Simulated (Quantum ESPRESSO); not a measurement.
# F on fcc sites of Co(0001), stepped through the coverage, part 3 of 10

Aim: how the results for F on fcc sites of Co(0001) change with the coverage.

Quantum ESPRESSO 7.5; plane-wave DFT, PBE, GBRV ultrasoft pseudopotentials.

So far. Step 2 (Variable-cell relaxation of the reference):  The last row is no step: it is a fresh SCF in the final cell with a new plane-wave basis, +2 meV from the row before.

### Step 5. Relaxing the ions, 0 ML

What the set-up leaves free in this member is relaxed.

System of this step: Co(0001), 3 layers, 1 sites a cell. The cell holds 3 atoms: 3 Co. Its edges and angles: a = 2.491 Å, b = 2.491 Å, c = 17.898 Å, α = 90.0°, β = 90.0°, γ = 60.0°. It derives from Co. Vacuum lies along c.

m0.relax.in

```
&control
  prefix = 'm0.relax'
  outdir = './out'
  pseudo_dir = './pseudo'
  nstep = 70
  forc_conv_thr = 0.0015
  calculation = 'relax'
/
&system
  ibrav = 0
  nat = 3
  ntyp = 1
  ecutwfc = 40
  ecutrho = 200
  occupations = 'smearing'
  smearing = 'mv'
  degauss = 0.02
  nspin = 2
  starting_magnetization(1) = 0.28
/
&electrons
  conv_thr = 1e-07
  mixing_beta = 0.3
  electron_maxstep = 120
  mixing_mode = 'local-TF'
/
&ions
/
ATOMIC_SPECIES
  Co  58.9332  co_pbe_v1.2.uspp.F.UPF
CELL_PARAMETERS angstrom
  2.49074849200000 0.00000000000000 0.00000000000000
  1.24537424600000 2.15705146850978 0.00000000000000
  0.00000000000000 0.00000000000000 17.89833363582976
ATOMIC_POSITIONS crystal
  Co  0.000000000000 0.000000000000 0.387356249329
  Co  0.666666666700 0.666666666700 0.500000000000 0 0 0
  Co  0.000000000000 0.000000000000 0.612643750671
K_POINTS automatic
  10 10 1 0 0 0
```

The run is started by

```console
OMP_NUM_THREADS=1 mpirun -n 8 pw.x -nk 4 -in m0.relax.in > m0.relax.out
```

Log:

```text
[banner, memory and clock lines left out]
Program PWSCF v.7.5 starts

          URL

     Message from routine setup:
     using ibrav=0 with symmetry is DISCOURAGED, use correct ibrav instead

     bravais-lattice index     =            0
     lattice parameter (alat)  =       4.7068  a.u.
     unit-cell volume          =     648.9326 (a.u.)^3
     number of atoms/cell      =            3
     number of atomic types    =            1
     number of electrons       =        51.00
     number of Kohn-Sham states=           31
     kinetic-energy cutoff     =      40.0000  Ry
     charge density cutoff     =     200.0000  Ry
     scf convergence threshold =      1.0E-07
     mixing beta               =       0.3000
     number of iterations used =            8  local-TF  mixing
     energy convergence thresh.=      1.0E-04
     force convergence thresh. =      1.5E-03
     Exchange-correlation= SLA  PW   PBE  PBE
                           (   1   4   3   4   0   0   0)
     nstep                     =           70

     celldm(1)=   4.706832  celldm(2)=   0.000000  celldm(3)=   0.000000
     celldm(4)=   0.000000  celldm(5)=   0.000000  celldm(6)=   0.000000

     crystal axes: (cart. coord. in units of alat)
               a(1) = (   1.000000   0.000000   0.000000 )
               a(2) = (   0.500000   0.866025   0.000000 )
               a(3) = (   0.000000   0.000000   7.185926 )

     reciprocal axes: (cart. coord. in units 2 pi/alat)
               b(1) = (  1.000000 -0.577350  0.000000 )
               b(2) = (  0.000000  1.154701  0.000000 )
               b(3) = (  0.000000  0.000000  0.139161 )

     PseudoPot. # 1 for Co read from file:
     ./pseudo/co_pbe_v1.2.uspp.F.UPF
     Pseudo is Ultrasoft + core correction, Zval = 17.0
     Generated by new atomic code, or converted to UPF format
     Using radial grid of  863 points,  6 beta functions with:
                l(1) =   0
                l(2) =   0
                l(3) =   1
                l(4) =   1
                l(5) =   2
                l(6) =   2
     Q(r) pseudized with  8 coefficients,  rinner =    1.200   1.200   1.200
                                                       1.200   1.200

     atomic species   valence    mass     pseudopotential
     Co               17.00    58.93320     Co( 1.00)

     Starting magnetic structure
     atomic species   magnetization
     Co              0.280

     12 Sym. Ops. (no inversion) found

   Cartesian axes

     site n.     atom                  positions (alat units)
         1        Co     tau(   1) = (   0.0000000   0.0000000   2.7835132  )
         2        Co     tau(   2) = (   1.0000000   0.5773503   3.5929629  )
         3        Co     tau(   3) = (   0.0000000   0.0000000   4.4024125  )

     number of k points=    14  Marzari-Vanderbilt smearing, width (Ry)=  0.0200
                       cart. coord. in units 2pi/alat
        k(    1) = (   0.0000000   0.0000000   0.0000000), wk =   0.0100000
        k(    2) = (   0.0000000   0.1154701   0.0000000), wk =   0.0600000
        k(    3) = (   0.0000000   0.2309401   0.0000000), wk =   0.0600000
        k(    4) = (   0.0000000   0.3464102   0.0000000), wk =   0.0600000
        k(    5) = (   0.0000000   0.4618802   0.0000000), wk =   0.0600000
        k(    6) = (   0.0000000  -0.5773503   0.0000000), wk =   0.0300000
        k(    7) = (   0.1000000   0.1732051   0.0000000), wk =   0.0600000
        k(    8) = (   0.1000000   0.2886751   0.0000000), wk =   0.1200000
        k(    9) = (   0.1000000   0.4041452   0.0000000), wk =   0.1200000
        k(   10) = (   0.1000000  -0.6350853   0.0000000), wk =   0.1200000
        k(   11) = (   0.2000000   0.3464102   0.0000000), wk =   0.0600000
        k(   12) = (   0.2000000  -0.6928203   0.0000000), wk =   0.1200000
        k(   13) = (   0.2000000  -0.5773503   0.0000000), wk =   0.0600000
        k(   14) = (   0.3000000  -0.6350853   0.0000000), wk =   0.0600000

     Dense  grid:    31041 G-vectors     FFT dimensions: (  24,  24, 160)

     Smooth grid:    22289 G-vectors     FFT dimensions: (  20,  20, 144)

     Check: negative core charge=   -0.000028
     Generating pointlists ...
     new r_m :   0.4101 (alat units)  1.9304 (a.u.) for type    1

     Initial potential from superposition of free atoms

     starting charge      48.0000, renormalised to      51.0000

     negative rho (up, down):  4.354E-05 2.449E-05
     Starting wfcs are   39 randomized atomic wfcs

     per-process dynamical memory:    23.9 Mb

     Self-consistent Calculation

     iteration #  1     ecut=    40.00 Ry     beta= 0.30
     Davidson diagonalization with overlap
     ethr =  1.00E-02,  avg # of iterations =  7.9

     negative rho (up, down):  5.521E-02 4.273E-03

     total energy              =    -891.43975095 Ry
     estimated scf accuracy    <      92.40599504 Ry

     total magnetization       =     4.17 Bohr mag/cell
     absolute magnetization    =     5.55 Bohr mag/cell

     iteration #  2     ecut=    40.00 Ry     beta= 0.30
     Davidson diagonalization with overlap
     ethr =  1.00E-02,  avg # of iterations =  5.3

     negative rho (up, down):  3.978E-02 4.090E-03

     total energy              =    -894.95041400 Ry
     estimated scf accuracy    <       3.99412853 Ry

     total magnetization       =     6.91 Bohr mag/cell
     absolute magnetization    =     7.38 Bohr mag/cell

     iteration #  3     ecut=    40.00 Ry     beta= 0.30
     Davidson diagonalization with overlap
     ethr =  7.83E-03,  avg # of iterations =  2.7

     negative rho (up, down):  1.346E-02 8.923E-04

     total energy              =    -895.21919497 Ry
     estimated scf accuracy    <       0.54545814 Ry

     total magnetization       =     6.11 Bohr mag/cell
     absolute magnetization    =     6.64 Bohr mag/cell

     iteration #  4     ecut=    40.00 Ry     beta= 0.30
     Davidson diagonalization with overlap
     ethr =  1.07E-03,  avg # of iterations =  3.8

     negative rho (up, down):  4.812E-06 7.058E-08

     total energy              =    -895.34153483 Ry
     estimated scf accuracy    <       0.18761936 Ry

     total magnetization       =     5.32 Bohr mag/cell
     absolute magnetization    =     5.94 Bohr mag/cell

     iteration #  5     ecut=    40.00 Ry     beta= 0.30
     Davidson diagonalization with overlap
     ethr =  3.68E-04,  avg # of iterations =  2.0

     total energy              =    -895.35374329 Ry
     estimated scf accuracy    <       0.10558966 Ry

     total magnetization       =     5.14 Bohr mag/cell
[...]
-93.2211 -93.0806 -93.0802 -56.5699 -56.5539 -56.4612 -56.4008 -56.3835
   -56.3660 -56.3573 -56.2818 -56.2809  -1.5084  -1.4583  -1.0201  -0.6341
    -0.3556  -0.3050   0.3972   0.4665   0.6468   0.7549   1.0461   1.5900
     1.7525   1.9895   2.3168   4.2341   5.3914   7.7017  10.8183

          k = 0.2000-0.5774 0.0000 (  2752 PWs)   bands (ev):

   -93.2181 -93.0779 -93.0778 -56.5801 -56.5486 -56.4729 -56.4023 -56.3926
   -56.3682 -56.3663 -56.2931 -56.2914  -1.4817  -1.3977  -1.0926  -0.5471
    -0.4332  -0.3512   0.3705   0.4305   0.7758   1.0942   1.1227   1.7877
     1.8636   1.8769   2.2473   6.0492   7.0764   7.2014  10.0686

          k = 0.3000-0.6351 0.0000 (  2751 PWs)   bands (ev):

   -93.2170 -93.0769 -93.0768 -56.5585 -56.5427 -56.5042 -56.4011 -56.3710
   -56.3628 -56.3589 -56.3252 -56.3148  -1.2859  -1.0714  -0.8750  -0.6487
    -0.5673  -0.0087   0.4016   0.4132   0.4845   0.5486   1.0509   1.7034
     1.7085   1.8535   2.2082   6.5336   7.9324   9.0746   9.6929

 ------ SPIN DOWN ----------

          k = 0.0000 0.0000 0.0000 (  2817 PWs)   bands (ev):

   -90.8536 -90.6912 -90.6872 -54.2984 -54.0356 -54.0356 -54.0237 -53.9489
   -53.8936 -53.8936 -53.8904 -53.8904  -5.3064  -3.1856  -1.4701   1.8298
     1.9980   2.1077   2.1077   2.2539   2.2539   2.5077   2.5077   2.5184
     3.2983   3.3260   3.3260   3.8975   3.8975   4.1800   4.1800

          k = 0.0000 0.1155 0.0000 (  2787 PWs)   bands (ev):

   -90.8496 -90.6876 -90.6839 -54.2913 -54.0727 -54.0421 -54.0085 -53.9540
   -53.9154 -53.9140 -53.8997 -53.8959  -4.9631  -2.8625  -1.1800   1.6749
     1.8347   1.8805   2.1974   2.2723   2.3753   2.4294   2.6697   2.6697
     2.6801   3.2708   3.3986   3.8718   4.1567   4.2092   5.0671

          k = 0.0000 0.2309 0.0000 (  2762 PWs)   bands (ev):

   -90.8393 -90.6781 -90.6753 -54.2736 -54.1434 -54.0592 -53.9977 -53.9887
   -53.9779 -53.9449 -53.9155 -53.9105  -3.9908  -1.9966  -0.4525   1.2534
     1.3470   1.6026   2.0164   2.2211   2.3568   2.5587   2.7030   2.9036
     3.1118   3.3092   3.5658   3.8308   4.2588   4.8489   6.5210

          k = 0.0000 0.3464 0.0000 (  2766 PWs)   bands (ev):

   -90.8265 -90.6663 -90.6647 -54.2562 -54.2258 -54.0803 -54.0627 -54.0506
   -53.9808 -53.9590 -53.9350 -53.9284  -2.6123  -1.0436   0.0506   0.8410
     0.9044   1.7489   1.9106   2.2260   2.2775   2.4815   3.1402   3.4101
     3.6953   3.7314   3.8901   3.9417   4.3002   5.8400   8.2757

          k = 0.0000 0.4619 0.0000 (  2788 PWs)   bands (ev):

   -90.8161 -90.6569 -90.6561 -54.2915 -54.2534 -54.1267 -54.0973 -54.0887
   -53.9718 -53.9707 -53.9507 -53.9430  -1.3689  -0.6611  -0.1000   0.5527
     0.6545   1.7574   2.2800   2.3404   2.6313   3.2257   3.2650   4.1240
     4.1864   4.2309   4.3483   4.3791   4.4121   6.9318  10.2598

          k = 0.0000-0.5774 0.0000 (  2784 PWs)   bands (ev):

   -90.8121 -90.6532 -90.6528 -54.3165 -54.2576 -54.1511 -54.1038 -54.0970
   -53.9761 -53.9684 -53.9567 -53.9485  -0.8923  -0.6203  -0.2592   0.4429
     0.5940   1.6931   2.2827   2.4606   3.0020   3.2683   3.7311   4.1921
     4.3844   4.5550   4.5690   5.0413   5.1448   6.8377  10.4365

          k = 0.1000 0.1732 0.0000 (  2771 PWs)   bands (ev):

   -90.8425 -90.6810 -90.6780 -54.2788 -54.1201 -54.0570 -53.9983 -53.9731
   -53.9575 -53.9391 -53.9120 -53.9081  -4.3031  -2.2614  -0.6557   1.4040
     1.4910   1.6335   2.0264   2.2040   2.3863   2.5767   2.6870   2.7816
     3.0087   3.2076   3.5125   3.8365   4.2455   4.6392   6.1092

          k = 0.1000 0.2887 0.0000 (  2762 PWs)   bands (ev):

   -90.8309 -90.6704 -90.6684 -54.2607 -54.1906 -54.0836 -54.0266 -54.0248
   -53.9829 -53.9558 -53.9325 -53.9291  -3.1063  -1.2975   0.0806   1.0583
     1.0737   1.4120   1.7422   1.9820   2.2701   2.7021   2.9695   3.1000
     3.4909   3.5847   3.8020   3.9381   4.3186   5.5035   7.6399

          k = 0.1000 0.4041 0.0000 (  2777 PWs)   bands (ev):

   -90.8193 -90.6598 -90.6587 -54.2598 -54.2496 -54.1136 -54.0876 -54.0723
   -53.9729 -53.9695 -53.9528 -53.9498  -1.7273  -0.6257   0.1788   0.7405
     0.7969   1.6889   1.8759   2.2531   2.2919   2.5089   3.1537   3.5346
     3.8652   4.1319   4.1376   4.5110   4.7633   6.7140   9.5395

          k = 0.1000-0.6351 0.0000 (  2774 PWs)   bands (ev):

   -90.8121 -90.6532 -90.6528 -54.3024 -54.2514 -54.1417 -54.1156 -54.0916
   -53.9785 -53.9678 -53.9661 -53.9614  -0.8348  -0.4863  -0.0609   0.6052
     0.6310   1.6260   2.2368   2.3019   2.6261   3.1757   3.1919   4.0125
     4.0861   4.1809   4.4049   5.4483   5.8717   7.4871  10.5997

          k = 0.2000 0.3464 0.0000 (  2793 PWs)   bands (ev):

   -90.8205 -90.6609 -90.6598 -54.2476 -54.2382 -54.1256 -54.0680 -54.0590
   -53.9747 -53.9722 -53.9619 -53.9557  -1.8504  -0.5469   0.5351   0.7571
     1.1535   1.3913   1.4304   1.7559   2.2253   2.5774   3.0268   3.2798
     3.7232   4.1084   4.1589   4.5996   4.9089   6.6745   9.2972

          k = 0.2000-0.6928 0.0000 (  2772 PWs)   bands (ev):

   -90.8121 -90.6532 -90.6528 -54.2722 -54.2412 -54.1593 -54.1014 -54.0783
   -53.9965 -53.9934 -53.9720 -53.9632  -0.7052  -0.2098   0.3577   0.6452
     1.0455   1.3782   1.9050   2.0957   2.2447   2.3439   2.9700   3.6459
     3.8195   4.1446   4.3943   5.7376   6.4123   8.2936  11.3138

          k = 0.2000-0.5774 0.0000 (  2752 PWs)   bands (ev):

   -90.8089 -90.6503 -90.6501 -54.2845 -54.2400 -54.1710 -54.1152 -54.0841
   -54.0060 -54.0042 -53.9790 -53.9600  -0.2691  -0.1432   0.2196   0.6471
     0.9627   1.3307   2.1226   2.1507   2.2769   2.5244   3.0401   3.9017
     3.9693   4.0565   4.2920   7.0510   7.7704   8.1411  10.8523

          k = 0.3000-0.6351 0.0000 (  2751 PWs)   bands (ev):

   -90.8076 -90.6492 -90.6491 -54.2584 -54.2320 -54.2066 -54.0911 -54.0764
   -54.0413 -54.0246 -53.9820 -53.9577   0.0592   0.1044   0.3921   0.6026
     1.0610   1.3739   1.9980   1.9999   2.1039   2.1630   2.9625   3.8037
     3.8326   4.0392   4.2535   7.6017   8.6886   9.7227  10.4452

     the Fermi energy is     3.1256 ev

!    total energy              =    -895.36043183 Ry
     estimated scf accuracy    <          1.8E-10 Ry
     smearing contrib. (-TS)   =      -0.00038968 Ry
     internal energy E=F+TS    =    -895.36004215 Ry

     The total energy is F=E-TS. E is the sum of the following terms:
     one-electron contribution =   -4921.20539552 Ry
     hartree contribution      =    2464.78143626 Ry
     xc contribution           =     -97.92838210 Ry
     ewald contribution        =    1658.99229921 Ry

     total magnetization       =     5.16 Bohr mag/cell
     absolute magnetization    =     5.75 Bohr mag/cell

     convergence has been achieved in  13 iterations

     negative rho (up, down):  1.222E-05 7.547E-06

     Forces acting on atoms (cartesian axes, Ry/au):

     atom    1 type  1   force =     0.00000000    0.00000000   -0.00008856
     atom    2 type  1   force =     0.00000000    0.00000000    0.00000000
     atom    3 type  1   force =     0.00000000    0.00000000    0.00008856

     Total force =     0.000125     Total SCF correction =     0.000029
     SCF correction compared to forces is large: reduce conv_thr to get better values
     Energy error            =      1.5E-05 Ry
     Gradient error          =      8.9E-05 Ry/Bohr

     bfgs converged in   6 scf cycles and   5 bfgs steps
     (criteria: energy <  1.0E-04 Ry, force <  1.5E-03 Ry/Bohr)

     End of BFGS Geometry Optimization

     Final energy             =    -895.3604318266 Ry

     File ./out/m0.relax.bfgs deleted, as requested
Begin final coordinates

ATOMIC_POSITIONS (crystal)
Co              -0.0000000000       -0.0000000000        0.3892917045
Co               0.6666666667        0.6666666667        0.5000000000    0   0   0
Co               0.0000000000       -0.0000000000        0.6107082955
End final coordinates

     XML data file, charge density, pseudopotentials, collected wavefunctions

                                        0.00s GPU  (    1741 calls)
```

The job ended after 42 s (8 MPI ranks of Arm Neoverse V1, shared host; peak memory 0.57 GiB; 5.6 min of CPU time).

Relaxation path:

```
step  energy less that of the first step (eV)  largest force (eV/Å)
   1                                   0.0000                0.2251
   2                                  -0.0019                0.1958
   3                                  -0.0037                0.1587
   4                                  -0.0058                0.1102
   5                                  -0.0074                0.0370
   6                                  -0.0076                0.0023
```

The atoms that moved most (Å):

```
atom     dx     dy      dz  length
 Co1  0.000  0.000   0.035   0.035
 Co3  0.000  0.000  -0.035   0.035
```

The relaxed structure:

```
Co
1.0
     2.49075    0.00000    0.00000
     1.24537    2.15705    0.00000
     0.00000    0.00000   17.89833
Co
3
Direct
  0.00000 0.00000 0.38929
  0.66667 0.66667 0.50000
  0.00000 0.00000 0.61071
```

The relaxation lowers the energy by 3 meV an atom. On the free atoms the largest force ends at 0.002 eV/Å.

Numbers from this step:

- free energy: -12181.9993 eV
- Fermi energy: 3.126 eV
- total moment: 5.16 μB
- absolute moment: 5.75 μB
- site moments: 1.816, 1.778, 1.816 μB

(Part 3 of 10 ends here.)

[Logs are printed without paths, hosts, clocks, repeated set-up lines and the standing remarks that a program may print on its own settings, such as how far it seeks lower states.]

[Hosts, paths, dates, database ids (printed as entryN), source tags and the programs' standing remarks are cut or masked in the printed files.]

[Maps of the electrostatic potential energy from Ansatz leave out the sawtooth potential of an applied field or a dipole correction, so their vacuum need not be flat; planar profiles and work functions include it.]
